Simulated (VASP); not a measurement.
# Mg (Fm-3m) in VASP: single point with LDA

Aim: the single point of Mg with LDA.

All numbers are computed with VASP 6.6.1; they aren't measurements. Logs are shortened: lines on timing, memory, paths and dates and some standing lists are left out, and cuts for length are marked.

## Step 1: The structure

Symmetry: Fm-3m, No. 225, cubic system. Conventional cell: a = 5.945 Å, b = 5.945 Å, c = 5.945 Å, α = 90.00°, β = 90.00°, γ = 90.00°. Mg (site symmetry m-3m) is surrounded by 12 Mg at 4.20 Å.

This isn't the form of Mg at room conditions, which is hcp.

## Step 2: Single point, LDA

INCAR

```
SYSTEM = Mg
ALGO = Normal
EDIFF = 1E-6
ENCUT = 520
ISIF = 2
ISMEAR = 1
LASPH = .TRUE.
LCHARG = .FALSE.
LREAL = .FALSE.
LWAVE = .FALSE.
NBANDS = 7
NELM = 100
PREC = Accurate
SIGMA = 0.2
```

KPOINTS

```
k-points
0
G
  5 5 5
  0 0 0
```

POSCAR

```
Mg
1.0
    0.0000000000      2.9723950000      2.9723950000
    2.9723950000      0.0000000000      2.9723950000
    2.9723950000      2.9723950000      0.0000000000
Mg
1
Direct
    0.0000000000      0.0000000000      0.0000000000
```

Potentials or basis: VASP PAW LDA potentials, release 64 (Mg).

On the command line:

```bash
cat potpaw_LDA.64/Mg/POTCAR > POTCAR
mpirun -np 1 vasp_std > vasp.out
```

OUTCAR:

```text
SYSTEM = Mg
   EDIFF = 1E-6
   ENCUT = 520
   ISIF = 2
   ISMEAR = 1
   LASPH = .TRUE.
   LREAL = .FALSE.
   NELM = 100
   PREC = Accurate

 ion  position               nearest neighbor table
   1  0.000  0.000  0.000-

  LATTYP: Found a face centered cubic cell.
 ALAT       =     5.9447900000

  Lattice vectors:

 A1 = (   0.0000000000,   2.9723950000,   2.9723950000)
 A2 = (   2.9723950000,   0.0000000000,   2.9723950000)
 A3 = (   2.9723950000,   2.9723950000,   0.0000000000)

Analysis of symmetry for initial positions (statically):
=====================================================================
 Subroutine PRICEL returns:
 Original cell was already a primitive cell.

 Routine SETGRP: Setting up the symmetry group for a
 face centered cubic supercell.

 Subroutine GETGRP returns: Found 48 space group operations
 (whereof 48 operations were pure point group operations)
 out of a pool of 48 trial point group operations.

The static configuration has the point symmetry O_h .

Analysis of symmetry for dynamics (positions and initial velocities):
=====================================================================
 Subroutine PRICEL returns:
 Original cell was already a primitive cell.

 Routine SETGRP: Setting up the symmetry group for a
 face centered cubic supercell.

 Subroutine GETGRP returns: Found 48 space group operations
 (whereof 48 operations were pure point group operations)
 out of a pool of 48 trial point group operations.

The dynamic configuration has the point symmetry O_h .

 Subroutine INISYM returns: Found 48 space group operations
 (whereof 48 operations are pure point group operations),
 and found     1 'primitive' translations

----------------------------------------------------------------------------------------

                                     Primitive cell

  volume of cell :      52.5230

  direct lattice vectors                    reciprocal lattice vectors
     0.000000000  2.972395000  2.972395000    -0.168214521  0.168214521  0.168214521
     2.972395000  0.000000000  2.972395000     0.168214521 -0.168214521  0.168214521
     2.972395000  2.972395000  0.000000000     0.168214521  0.168214521 -0.168214521

  length of vectors
     4.203601322  4.203601322  4.203601322     0.291356096  0.291356096  0.291356096

[... 62 lines left out ...]
   NELM   =    100;   NELMIN=  2; NELMDL= -5     # of ELM steps
   EDIFF  = 0.1E-05   stopping-criterion for ELM
   LREAL  =      F    real-space projection
   EDIFFG = 0.1E-04   stopping-criterion for IOM
   NSW    =      0    number of steps for IOM
   IBRION =     -1    ionic relax: 0-MD 1-quasi-New 2-CG
   NFREE  =      0    steps in history (QN), initial steepest desc. (CG)
   ISIF   =      2    stress and relaxation
   ISYM   =      2    0-nonsym 1-usesym 2-fastsym
   POTIM  = 0.5000    time-step for ionic-motion
   TEBEG  =    0.0;   TEEND  =   0.0 temperature during run
   PSTRESS=    0.0 pullay stress
   NELECT =       2.0000    total number of electrons
   NUPDOWN=      -1.0000    fix difference up-down
   EMIN   =  10.00;   EMAX   =-10.00  energy-range for DOS
   EFERMI =   0.00;   METHOD = LEGACY
   ISMEAR =     1;   SIGMA  =   0.20  broadening in eV -4-tet -1-fermi 0-gaus
   EFERMI_NEDOS =   21; number of points for ismear=-14 and -15
   IALGO  =     38    algorithm
   IMIX   =      4    mixing-type and parameters
     AMIX     =   0.40;   BMIX     =  1.00
     AMIX_MAG =   1.60;   BMIX_MAG =  1.00
  volume/ion in A,a.u.               =      52.52       354.44
  Fermi-wavevector in a.u.,A,eV,Ry     =   0.550768  1.040800  4.127257  0.303345
  Thomas-Fermi vector in A             =   1.582479
   LORBIT       =      0    0 simple, 1 ext, 2 COOP (PROOUT), +10 PAW based schemes
   GGA     = CA    functional components
   LHFCALC =     F    Hartree Fock is set to
   AEXX    =    0.0000 exact exchange contribution
   IVDW    =     0    specifies the selected vdW correction
   LEPSILON=     F    determine dielectric tensor
   LRPA    =     F    only Hartree local field effects (RPA)
 non-spin polarized calculation
 Methfessel and Paxton  Order N= 1 SIGMA  =   0.20
  energy-cutoff  :      520.00
  volume of cell :       52.52
 maximum number of plane-waves:      1422
   NGX = 15   NGY = 15   NGZ = 15

 number of electron       2.0000000 magnetization

 Free energy of the ion-electron system (eV)
  ---------------------------------------------------
  ext. energy  EPLUGINS =         0.00000000
  ---------------------------------------------------
  free energy    TOTEN  =        -0.73562016 eV

  energy without entropy =       -0.73226633  energy(sigma->0) =       -0.73450222

 E-fermi :  -0.5535     XC(G=0):  -6.2969

 val. band max:       -0.6539917107   @ k =  -0.4000   0.4000   0.0000
 cond. band min:      -0.4264678325   @ k =  -0.4000   0.2000   0.0000
 fundamental gap:      0.2275238782
 Fermi energy:        -0.5534862106

 k-point     1 :       0.0000    0.0000    0.0000
  band No.  band energies     occupation
      1      -4.6653      2.00000
      2       6.4365      0.00000
      3       6.4365      0.00000
      4       6.4365      0.00000
      5       7.6858      0.00000
      6       7.6858      0.00000
      7       7.6858      0.00000
[... 81 lines left out ...]
 k-point    10 :      -0.4000    0.4000    0.2000
  band No.  band energies     occupation
      1      -1.4498      2.00000
      2       0.9627     -0.00000
      3       1.2727     -0.00000
      4       2.2889     -0.00000
      5       7.5008      0.00000
      6       7.7668      0.00000
      7       8.8030      0.00000

------------------------ aborting loop because EDIFF is reached ----------------------------------------

  FORCE on cell =-STRESS in cart. coord.  units (eV):
  Direction    XX          YY          ZZ          XY          YZ          ZX
  --------------------------------------------------------------------------------------
  -------------------------------------------------------------------------------------
  Total       -1.1128503     -1.1128503     -1.1128503     -0.0000000      0.0000000     -0.0000000
  in kB      -33.9467173    -33.9467173    -33.9467173     -0.0000000      0.0000000     -0.0000000
  external PRESSURE =     -33.9467173 kB  Pullay stress =       0.0000000 kB

 VOLUME and BASIS-vectors are now :
 -----------------------------------------------------------------------------
  energy-cutoff  :      520.00
  volume of cell :       52.52
      direct lattice vectors                 reciprocal lattice vectors
     0.000000000  2.972395000  2.972395000    -0.168214521  0.168214521  0.168214521
     2.972395000  0.000000000  2.972395000     0.168214521 -0.168214521  0.168214521
     2.972395000  2.972395000  0.000000000     0.168214521  0.168214521 -0.168214521

 POSITION                                       TOTAL-FORCE (eV/Angst)
 -----------------------------------------------------------------------------------
      0.00000      0.00000      0.00000         0.000000      0.000000     -0.000000
 -----------------------------------------------------------------------------------
    total drift:                               -0.000000     -0.000000      0.000000

  FREE ENERGIE OF THE ION-ELECTRON SYSTEM (eV)
  ---------------------------------------------------
  free  energy   TOTEN  =        -0.7356201650 eV

  energy  without entropy=       -0.7322663280  energy(sigma->0) =       -0.73450222
```

OSZICAR:

```text
N       E                     dE             d eps       ncg     rms          rms(c)
DAV:   1    -0.492751073201E+00   -0.49275E+00   -0.53215E+02   140   0.171E+02
DAV:   2    -0.744866192396E+00   -0.25212E+00   -0.25183E+00   203   0.694E+00
DAV:   3    -0.745937242723E+00   -0.10711E-02   -0.10654E-02   168   0.427E-01
DAV:   4    -0.745939136870E+00   -0.18941E-05   -0.18941E-05   238   0.206E-02
DAV:   5    -0.745939137087E+00   -0.21763E-09   -0.21965E-09   168   0.193E-04    0.468E-01
DAV:   6    -0.739776867490E+00    0.61623E-02   -0.20105E-03   182   0.143E-01    0.291E-01
DAV:   7    -0.735628604064E+00    0.41483E-02   -0.62591E-03   154   0.253E-01    0.222E-02
DAV:   8    -0.735619522420E+00    0.90816E-05   -0.65528E-05   224   0.345E-02    0.464E-03
DAV:   9    -0.735620164976E+00   -0.64256E-06   -0.81711E-07   168   0.376E-03
   1 F= -.73562016E+00 E0= -.73450222E+00  d E =-.335384E-02
```

It took 5.5 s on 1 thread of Intel Xeon Platinum 8175M at 2.50GHz (Skylake/Cascade Lake), shared host; peak memory 0.14 GiB.

What came out:

```yaml
Free_energy: -0.7356 eV
Pressure: -3.4 GPa
Band_gap_on_the_k_mesh: 0.23 eV, indirect (least direct gap 0.65 eV)
```

Caveat: an odd mesh through Γ misses points on the zone boundary, where band edges often lie.
